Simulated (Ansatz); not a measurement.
## A bimetallic surface: W on Al(110), one layer, both faces

Wanted: the photoemission signature of W on Al(110), one layer, both faces. Spin–orbit coupling is left out of the bands throughout.

Program: Ansatz 0.2.0. Level of theory: DFT, PBE, plane-wave PAW, default files, scalar-relativistic. Results are calculated unless marked as measured.

## (1) Starting point

The cell holds 6 atoms: 6 Al. Cell: a = 4.040 Å, b = 2.857 Å, c = 21.142 Å, α = 90.0°, β = 90.0°, γ = 90.0°. It derives from Al. Vacuum lies along c.

## (2) The clean face

The clean face is the reference for what the added atoms change.

Input file input.yaml:

```yaml
crystal:
  lattice:
    - [4.04, 0.0, 0.0]
    - [0.0, 2.856711396, 0.0]
    - [0.0, 0.0, 21.14177849]
  atoms:
    - { symbol: Al, position: [0.0, 0.0, 0.668902027] }
    - { symbol: Al, position: [0.5, 0.5, 0.601341216] }
    - { symbol: Al, position: [0.0, 0.0, 0.533780405] }
    - { symbol: Al, position: [0.5, 0.5, 0.466219595] }
    - { symbol: Al, position: [0.0, 0.0, 0.398658784] }
    - { symbol: Al, position: [0.5, 0.5, 0.331097973] }
kpoints:
  mp_grid: { grid: [10, 14, 1] }
scf:
  occupations: { method: fermi_dirac, width: 0.05 }
  n_extra_bands: 12
hamiltonian:
  xc: pbe
  pseudopotentials: { kind: paw }
output:
  forces: true
  write_potential: true
  volumetric_format: []
  dos:
    projected: true
    de: 0.05
    e_range: [-30, 12]
    method: { smearing: { sigma: 0.1, scheme: gaussian } }
relax:
  f_tol: 0.03
  max_steps: 50
  constraints: [{ sites: [3] }]
```

Run with:

```bash
ansatz run input.yaml --threads 4 --pin off --max-ram 14336MiB --backend cpu --events-out ev --progress --plain --runs-dir out
```

Numbers of over 12 decimals in the logs are rounded to 6 here.

Log:

```text
Warning: crystal.symmetry: narrowed to the stabiliser of the relax constraints — unitary ops 8 → 4; lowered at sites 2, 3 (the operations that carried what is held of a site onto what its image site leaves free; the constrained walk keeps no symmetry that its constraints do not admit)
scf.n_extra_bands = 12 over 9 filled bands (N_el = 18.0): the run solves 21 bands
Engine: ansatz 0.2.0, aarch64-unknown-linux-gnu
Pseudopotentials: kind: paw
Pseudopotential: Al, paw, valence charge 3, recommended cutoff 420 eV (normal), Al.paw.azcp
Functional definition: PBE
  parameter kappa = 0.804
  parameter beta = 0.066725
  exchange = pbe_x(kappa = kappa, mu = beta*pi^2/3)
  correlation = pbe_c(beta = beta)
Crystal: 6 atoms, lattice volume = 244.000 Å³
Basis set: ecut = 420 eV, 4783 PW (Γ), exchange–correlation on 60×40×288 points (8 copies of the dense FFT grid, shifted against one another)
Bands: 21, of which v1, the nominal top of the filled ones, is band 9 counted from 1 (8 counted from 0)
Symmetry: 4 space group operations
k-points: 48 of 140
Non-local potential: Al, projectors of the file, l = 0: 2, l = 1: 2, l = 2: 1
PAW form: soft (Blöchl's): semilocal exchange-correlation on the pseudo side does not see the compensation charge
PAW one-centre angular grid: Al, 110 points (default); XC on 64 Gauss nodes
Initial density: superposition of atomic densities (neutral atoms: chi_scale 0, normalization atom), corrected by the library's trained network
Initial wavefunctions: pseudopotential atomic-orbital guess
Functional: x = pbe(κ = 0.804, μ = 0.219515), c = pbe(β = 0.066725)
SCF iter   1: F=—  HF=-3223.483540 eV  |F-HF|=—  |Δ(HF+E_count)|=         —  Δρ=1.35e-3  dr2=1.08e-2  ethr=1.77e-3  ⟨swp⟩=8.4  Hψ=7015  notcnv=0  defer=50
preconditioner: auto → LDOS  [metal: Δε(μ)=0.007 eV  Ē_g=7.694 eV  σ=0.050 eV  W_gap=0.03  n_scr=20 (ndim 8)  ℏωp=10.1 eV  f_vac=0.450  D(μ)=4.22/eV (n_scr^D=20)  β→1.0]
SCF iter   2: F=—  HF=-3223.482824 eV  |F-HF|=—  |Δ(HF+E_count)|=   7.16e-4  Δρ=3.82e-4  dr2=5.02e-4  ethr=5.99e-5  ⟨swp⟩=3.1  Hψ=2060  notcnv=0  defer=160
SCF iter   3: F=—  HF=-3223.483058 eV  |F-HF|=—  |Δ(HF+E_count)|=   2.34e-4  Δρ=1.17e-4  dr2=1.12e-4  ethr=2.79e-6  ⟨swp⟩=2.5  Hψ=1449  notcnv=0  defer=160
iter 4 did not close the SCF: its close was put off for the readings that it lacked (scf_convergence_deferred on its scf_iter line)
SCF iter   4: F=-3223.483054 eV  HF=-3223.483056 eV  |F-HF|=1.57e-6  |Δ(HF+E_count)|=   2.82e-6  Δρ=3.84e-5  dr2=8.06e-6  ethr=6.23e-7  ⟨swp⟩=2.4  Hψ=1301  notcnv=0  defer=160
iter 5 did not close the SCF: its close was put off for the readings that it lacked (scf_convergence_deferred on its scf_iter line)
SCF iter   5: F=-3223.483057 eV  HF=-3223.483057 eV  |F-HF|=4.32e-8  |Δ(HF+E_count)|=   1.53e-6  Δρ=6.18e-6  dr2=3.38e-7  ethr=4.48e-8  ⟨swp⟩=2.4  Hψ=1347  notcnv=0  defer=160
SCF iter   6: F=-3223.483057 eV  HF=-3223.483057 eV  |F-HF|=7.53e-9  |Δ(HF+E_count)|=   1.41e-7  Δρ=1.55e-6  dr2=1.02e-8  ethr=1.88e-9  ⟨swp⟩=13.0  Hψ=7235  notcnv=0
SCF 1 converged in 6 iterations: F = -3223.483057 eV  dr2 = 1.02e-8
  greatest PAW one-centre occupation: 0.486 electrons in one spin orbital (limit 2), on the Al atom at site 5 (counted from 0), in its partial waves of l = 0
relax step   1: F+E_penalty+E_count = -3223.48305730 eV  Δ(F+E_penalty+E_count) = +0.000e0 eV  max|allowed force component| = 2.390e-1 eV/Å  Δτ_max = 0.0000 Å  (6 SCF iters, dr2 threshold 2.25e-5 eV, accepted)
Initial density: handed on by an earlier stage of this run
Initial wavefunctions: those handed on with the density
iter 1 solved again at ethr=1.32e-4 eV; its pass at ethr=3.10e-3 eV (dr2=2.38e-2 eV) is discarded
SCF iter   1: F=—  HF=-3223.523236 eV  |F-HF|=—  |Δ(HF+E_count)|=         —  Δρ=1.65e-3  dr2=2.46e-2  ethr=1.32e-4  ⟨swp⟩=2.2  Hψ=5152  notcnv=0  defer=197
preconditioner: auto → LDOS  [metal: Δε(μ)=0.024 eV  Ē_g=7.749 eV  σ=0.050 eV  W_gap=0.12  n_scr=20 (ndim 8)  ℏωp=10.1 eV  f_vac=0.455  D(μ)=3.31/eV (n_scr^D=12)  β→1.0]
SCF iter   2: F=—  HF=-3223.518638 eV  |F-HF|=—  |Δ(HF+E_count)|=   4.60e-3  Δρ=7.96e-4  dr2=3.75e-3  ethr=1.32e-4  ⟨swp⟩=2.3  Hψ=1494  notcnv=0  defer=197
SCF iter   3: F=—  HF=-3223.518516 eV  |F-HF|=—  |Δ(HF+E_count)|=   1.22e-4  Δρ=1.56e-4  dr2=3.49e-4  ethr=2.08e-5  ⟨swp⟩=2.3  Hψ=1340  notcnv=0  defer=197
SCF iter   4: F=—  HF=-3223.518701 eV  |F-HF|=—  |Δ(HF+E_count)|=   1.85e-4  Δρ=3.60e-5  dr2=1.16e-5  ethr=1.94e-6  ⟨swp⟩=2.0  Hψ=1282  notcnv=0  defer=197
SCF iter   5: F=-3223.518702 eV  HF=-3223.518701 eV  |F-HF|=1.25e-7  |Δ(HF+E_count)|=   4.88e-7  Δρ=9.24e-6  dr2=5.27e-7  ethr=1.98e-8  ⟨swp⟩=16.1  Hψ=7517  notcnv=0
SCF 2 converged in 5 iterations: F = -3223.518702 eV  dr2 = 5.27e-7
  greatest PAW one-centre occupation: 0.482 electrons in one spin orbital (limit 2), on the Al atom at site 0 (counted from 0), in its partial waves of l = 0
relax step   2: F+E_penalty+E_count = -3223.51870152 eV  Δ(F+E_penalty+E_count) = -3.564e-2 eV  max|allowed force component| = 9.765e-2 eV/Å  Δτ_max = 0.0912 Å  (5 SCF iters, dr2 threshold 3.57e-6 eV, accepted)
SCF iter   1: F=—  HF=-3223.526056 eV  |F-HF|=—  |Δ(HF+E_count)|=         —  Δρ=1.23e-3  dr2=1.71e-2  ethr=9.20e-4  ⟨swp⟩=4.0  Hψ=3494  notcnv=0  defer=171
preconditioner: auto → LDOS  [metal: Δε(μ)=0.055 eV  Ē_g=7.759 eV  σ=0.050 eV  W_gap=0.26  n_scr=20 (ndim 8)  ℏωp=10.1 eV  f_vac=0.458  D(μ)=3.08/eV (n_scr^D=10)  β→1.0]
SCF iter   2: F=—  HF=-3223.523644 eV  |F-HF|=—  |Δ(HF+E_count)|=   2.41e-3  Δρ=3.78e-4  dr2=1.63e-3  ethr=9.50e-5  ⟨swp⟩=2.3  Hψ=1851  notcnv=0  defer=185
SCF iter   3: F=—  HF=-3223.523632 eV  |F-HF|=—  |Δ(HF+E_count)|=   1.21e-5  Δρ=8.71e-5  dr2=7.89e-5  ethr=9.07e-6  ⟨swp⟩=2.0  Hψ=1211  notcnv=0  defer=185
SCF iter   4: F=—  HF=-3223.523798 eV  |F-HF|=—  |Δ(HF+E_count)|=   1.66e-4  Δρ=3.35e-5  dr2=8.96e-6  ethr=4.38e-7  ⟨swp⟩=2.2  Hψ=1242  notcnv=0  defer=185
SCF iter   5: F=—  HF=-3223.523797 eV  |F-HF|=—  |Δ(HF+E_count)|=   4.18e-7  Δρ=8.60e-6  dr2=7.28e-7  ethr=4.98e-8  ⟨swp⟩=2.1  Hψ=1154  notcnv=0  defer=185
SCF iter   6: F=-3223.523797 eV  HF=-3223.523797 eV  |F-HF|=8.71e-9  |Δ(HF+E_count)|=   1.07e-7  Δρ=1.94e-6  dr2=2.77e-8  ethr=5.56e-10  ⟨swp⟩=14.8  Hψ=6798  notcnv=0
SCF 3 converged in 6 iterations: F = -3223.523797 eV  dr2 = 2.77e-8
  greatest PAW one-centre occupation: 0.480 electrons in one spin orbital (limit 2), on the Al atom at site 5 (counted from 0), in its partial waves of l = 0
relax step   3: F+E_penalty+E_count = -3223.52379732 eV  Δ(F+E_penalty+E_count) = -5.096e-3 eV  max|allowed force component| = 5.042e-2 eV/Å  Δτ_max = 0.0643 Å  (6 SCF iters, accepted)
SCF iter   1: F=—  HF=-3223.524402 eV  |F-HF|=—  |Δ(HF+E_count)|=         —  Δρ=3.33e-4  dr2=1.81e-3  ethr=7.33e-5  ⟨swp⟩=2.4  Hψ=2622  notcnv=0  defer=188
preconditioner: auto → LDOS  [metal: Δε(μ)=0.056 eV  Ē_g=7.746 eV  σ=0.050 eV  W_gap=0.26  n_scr=20 (ndim 8)  ℏωp=10.1 eV  f_vac=0.457  D(μ)=3.14/eV (n_scr^D=10)  β→1.0]
SCF iter   2: F=—  HF=-3223.524225 eV  |F-HF|=—  |Δ(HF+E_count)|=   1.77e-4  Δρ=7.94e-5  dr2=1.12e-4  ethr=1.01e-5  ⟨swp⟩=2.2  Hψ=1707  notcnv=0  defer=188
SCF iter   3: F=—  HF=-3223.524225 eV  |F-HF|=—  |Δ(HF+E_count)|=   1.30e-8  Δρ=2.39e-5  dr2=3.74e-6  ethr=6.22e-7  ⟨swp⟩=1.6  Hψ=1098  notcnv=0  defer=188
SCF iter   4: F=—  HF=-3223.524382 eV  |F-HF|=—  |Δ(HF+E_count)|=   1.57e-4  Δρ=4.38e-6  dr2=7.20e-8  ethr=5.56e-10  ⟨swp⟩=12.9  Hψ=7679  notcnv=0
SCF iter   5: F=-3223.524382 eV  HF=-3223.524382 eV  |F-HF|=2.98e-9  |Δ(HF+E_count)|=   9.26e-8  Δρ=1.16e-6  dr2=6.50e-9  ethr=4.00e-10  ⟨swp⟩=8.1  Hψ=5606  notcnv=0
SCF 4 converged in 5 iterations: F = -3223.524382 eV  dr2 = 6.50e-9
relax step   4: F+E_penalty+E_count = -3223.52438228 eV  Δ(F+E_penalty+E_count) = -5.850e-4 eV  max|allowed force component| = 4.681e-3 eV/Å  Δτ_max = 0.0193 Å  (5 SCF iters, accepted)
NSCF: frozen V_eff on 48 k-points
the band table was solved once a step of the walk had ended and its energy, with any forces and stress, was formed, with the checks that follow a solve (7398 applications of the Hamiltonian). They found nothing against the state; the energy, forces and stress were not computed again (output.eigenvalues in the input reference)
WARN: The output density's exchange-correlation potential varies sharply where the density is thin. Do not read a vacuum level from v_tot or v_xc, or from such a field of the output density. On a cell that repeats whose density bears no net charge and no dipole along the vacuum's axis use v_es (v_loc + v_h of the components); under efield.dipole_correction with no amplitude use v_es + v_field, which holds any externa [...]
SCF converged after 5 iterations
Free energy (F): -3223.524382 eV
Harris-Foulkes:  -3223.524382 eV  (|F-HF|=2.98e-9)
Internal energy: -3223.498207 eV  (E = F + TS)
E sigma→0 (E₀):  -3223.511295 eV
Entropy (-TS):   -0.026175 eV (-4.363 meV/atom)
Fermi energy:    0.982155 eV
--- Per-component energies (eV) ---
  E_band       = -57.948905
  E_kinetic    = 130.877385
  E_local      = -3101.500278  (includes V_loc(G=0)·N_el)
  E_nonlocal   = 63.093594
  E_hartree    = 1520.197566
  E_xc         = -234.809060
  E_vxc        = -168.860710  (∫ρ·V_xc dr)
  E_paw        = -2803.965889  (= ΣΔE_a)
  E_vpaw       = -21.953202  (= ΣTr[D̂ρ^β])
  E_aug_tail   = -0.000013  (compensation charges beyond the density's cutoff)
  E_ewald      = 1202.608487
  E_smearing   = -0.026175  (= −TS)
  E_closure    = 0.000000  (closes the sum)
  Σ components = -3223.524382   (vs F -3223.524382, Δ=0.00e0)
--- Forces (eV/Å), atoms counted from 1 ---
  atom   1  Al     0.00000000     0.00000000     0.00162066
  atom   2  Al     0.00000000     0.00000000    -0.00294108
  atom   3  Al     0.00000000     0.00000000    -0.00287520
  atom   4  Al     0.00000000     0.00000000    -0.00117789
  atom   5  Al     0.00000000     0.00000000     0.00468077
  atom   6  Al     0.00000000     0.00000000     0.00069709
  max |Σ_I F_I| component: 4.35e-6 eV/Å
--- Band table (eV; the first three rows and the last of 48) ---
  k-point 0: bands = [... 5 lower, -1.5816, -0.5371, -0.2306, 0.8335, 1.0033, 1.2660, 3.2076, 3.3005, ... 8 higher]
  k-point 1: bands = [... 5 lower, -1.4954, -0.4527, -0.1427, 0.9126, 1.0888, 1.3502, 3.2811, 3.3726, ... 8 higher]
  k-point 2: bands = [... 5 lower, -1.2395, -0.1995, 0.1140, 1.1262, 1.3379, 1.6026, 3.0461, 3.4722, ... 8 higher]
  k-point 47: bands = [... 5 lower, -2.2200, -1.8702, -1.8701, -0.5343, -0.5342, 0.3881, 0.3882, 2.2990, ... 8 higher]
--- Relaxed structure (4 steps of the walk, 4 accepted, 0 SCFs on fresh bases) ---
  F+E_penalty+E_count = -3223.52438228 eV   max|allowed force component| = 4.681e-3 eV/Å
  atoms:
    - { symbol: Al, position: [0.0, 0.0, 0.662400] }
    - { symbol: Al, position: [0.5, 0.5, 0.602652] }
    - { symbol: Al, position: [0.0, 0.0, 0.529956] }
    - { symbol: Al, position: [0.5, 0.5, 0.466219595] }
    - { symbol: Al, position: [0.0, 0.0, 0.393483] }
    - { symbol: Al, position: [0.5, 0.5, 0.333727] }
```

Run time: 18 s. Hardware: 4 threads of Arm Neoverse V1, shared host; peak memory 0.59 GiB; 72 s of CPU time.

The steps of the relaxation:

| step | energy less that of the first step (eV) | largest force component (eV/Å) |
| --- | --- | --- |
| 1 | 0.0000 | 0.2390 |
| 2 | -0.0356 | 0.0977 |
| 3 | -0.0407 | 0.0504 |
| 4 | -0.0413 | 0.0047 |

The atoms that moved most (Å):

| atom | dx | dy | dz | length |
| --- | --- | --- | --- | --- |
| Al1 | 0.000 | 0.000 | -0.137 | 0.137 |
| Al5 | 0.000 | 0.000 | -0.109 | 0.109 |
| Al3 | 0.000 | 0.000 | -0.081 | 0.081 |
| Al6 | 0.000 | 0.000 | 0.056 | 0.056 |
| Al2 | 0.000 | 0.000 | 0.028 | 0.028 |

This step gave:

- free energy: -3223.5244 eV
- energy at zero smearing: -3223.5113 eV
- smearing term TS: 0.02618 eV
- Fermi energy: 0.9822 eV
- symmetry operations: 4
- zero of energy: Fermi level
- share of occupied states in no projected shell: 0.0158 of the occupied states in the window
- DOS at the Fermi level: 3.181 states/eV/cell
- work function, upper face: 3.897 eV
- work function, lower face: 3.897 eV

The DOS has structure finer than the step of the table below, so its rows give means over 0.5 eV, whole bins alone (the curve runs from -12.5 to 4.12 eV). Peaks (eV: height): total -3.17: 3.25, -2.17: 3.53, 0.53: 4.31, 1.12: 3.35, 1.52: 3.50, 2.02: 4.05, 3.23: 4.72; Al 3p -3.17: 2.29, -2.27: 2.79, -1.57: 2.38, 0.53: 3.20, 1.52: 2.41, 2.12: 2.72, 3.23: 3.15; Al 3s -5.08: 0.927, -4.28: 0.929, 0.03: 1.17, 0.33: 1.06, 1.12: 0.969, 2.02: 0.963, 4.03: 0.947.

Table of DOS by E, zero at the Fermi level; means over each step; values in states/eV/cell:

| E (eV) | total | Al 3p | Al 3s |
| --- | --- | --- | --- |
| -11.5 | 0 | 0 | 0 |
| -11.0 | 0.0505 | 0.0101 | 0.0403 |
| -10.5 | 0.489 | 0.165 | 0.323 |
| -10.0 | 0.502 | 0.253 | 0.249 |
| -9.5 | 0.761 | 0.407 | 0.352 |
| -9.0 | 0.991 | 0.571 | 0.418 |
| -8.5 | 1.09 | 0.675 | 0.408 |
| -8.0 | 0.977 | 0.620 | 0.354 |
| -7.5 | 1.40 | 0.871 | 0.525 |
| -7.0 | 1.49 | 0.924 | 0.560 |
| -6.5 | 1.46 | 0.940 | 0.513 |
| -6.0 | 1.69 | 1.08 | 0.602 |
| -5.5 | 1.19 | 0.725 | 0.452 |
| -5.0 | 2.19 | 1.42 | 0.748 |
| -4.5 | 2.09 | 1.29 | 0.782 |
| -4.0 | 1.79 | 1.11 | 0.659 |
| -3.5 | 2.08 | 1.44 | 0.610 |
| -3.0 | 2.37 | 1.65 | 0.676 |
| -2.5 | 2.30 | 1.71 | 0.556 |
| -2.0 | 2.87 | 2.15 | 0.665 |
| -1.5 | 2.49 | 1.85 | 0.580 |
| -1.0 | 1.91 | 1.35 | 0.494 |
| -0.5 | 2.26 | 1.43 | 0.736 |
| 0.0 | 3.24 | 2.07 | 1.01 |
| 0.5 | 3.58 | 2.52 | 0.887 |
| 1.0 | 2.61 | 1.76 | 0.689 |
| 1.5 | 2.63 | 1.78 | 0.656 |
| 2.0 | 3.18 | 2.06 | 0.783 |
| 2.5 | 3.38 | 2.24 | 0.722 |
| 3.0 | 3.74 | 2.50 | 0.747 |
| 3.5 | 3.05 | 1.91 | 0.582 |

From the Fermi level. The planar mean, electrostatic potential by z:

z (Å), planar mean, electrostatic potential (eV) and a bar from the least value:
```
      0.0       3.90 ##############################
      0.5       3.90 ##############################
      1.0       3.90 ##############################
      1.5       3.90 ##############################
      2.0       3.90 ##############################
      2.5       3.90 ##############################
      3.0       3.89 ##############################
      3.5       3.89 ##############################
      4.0       3.88 ##############################
      4.5       3.83 ##############################
      5.0       3.69 #############################
      5.5       3.17 ############################
      6.0       1.57 #######################
      6.5      -2.20 ############
      7.0      -3.90 #######
      7.5      -5.92 #
      8.0      -5.41 ##
      8.5      -4.28 ######
      9.0      -4.39 #####
      9.5      -4.32 ######
     10.0      -4.48 #####
     10.5      -5.80 #
     11.0      -4.61 #####
     11.5      -4.28 ######
     12.0      -4.40 #####
     12.5      -4.29 ######
     13.0      -5.15 ###
     13.5      -6.18 
     14.0      -4.07 ######
     14.5      -2.55 ###########
     15.0       1.21 ######################
     15.5       3.06 ############################
     16.0       3.65 #############################
     16.5       3.82 ##############################
     17.0       3.88 ##############################
     17.5       3.89 ##############################
     18.0       3.89 ##############################
     18.5       3.90 ##############################
     19.0       3.90 ##############################
     19.5       3.90 ##############################
     20.0       3.90 ##############################
     20.5       3.90 ##############################
```

Recipe: projected DOS times atomic cross section and asymmetry factor (linear light, 30° from the polarisation), occupied states only, Fermi edge at 300 K, a Lorentzian width of 0.2 eV growing by 0.08 eV per eV of binding energy, and a resolution of 0.2 eV. Each atom is damped by exp[−depth/(λ cos θ)], θ = 0° from the normal, λ from the universal curve. Curves are cut 10 eV under the photon energy, above any shell that the free atom's threshold puts out of reach, or at the lower edge of the window: 11.2 eV at 21.2 eV, 12.5 eV at 150 eV, 12.5 eV at 1486.7 eV, 12.5 eV at 5950 eV and 12.5 eV at 8047.8 eV. Matrix elements of the solid and inelastic losses aren't modelled, nor non-dipole terms, which matter above 3 keV.

Share of each shell in the spectrum's area (%), by photon energy:

| shell | 21.2 eV | 150 eV | 1486.7 eV | 5950 eV | 8047.8 eV |
| --- | --- | --- | --- | --- | --- |
| Al 3s | 74.6 | 46.4 | 86.1 | 96.7 | 97.6 |
| Al 3p | 25.4 | 53.6 | 13.9 | 3.3 | 2.4 |

Cross sections used, in Mb an electron:

| shell | 21.2 eV | 150 eV | 1486.7 eV | 5950 eV | 8047.8 eV |
| --- | --- | --- | --- | --- | --- |
| Al 3s | 0.15 | 0.028 | 3.5e-4 | 1.0e-5 | 4.3e-6 |
| Al 3p | 0.070 | 0.018 | 4.0e-5 | 3.1e-7 | 1.0e-7 |

At the Fermi level the DOS is 3.18 states/eV a cell, and on the broadened curves Al 3p holds 60 % of the total there.

(Continued in part 2 of 5.)

[Logs are printed without paths, hosts, clocks, repeated set-up lines and the standing remarks that a program may print on its own settings, such as how far it seeks lower states.]

[Hosts, paths, dates, database ids (printed as entryN), source tags and the programs' standing remarks are cut or masked in the printed files.]

[Maps of the electrostatic potential energy from Ansatz leave out the sawtooth potential of an applied field or a dipole correction, so their vacuum need not be flat; work functions include it.]
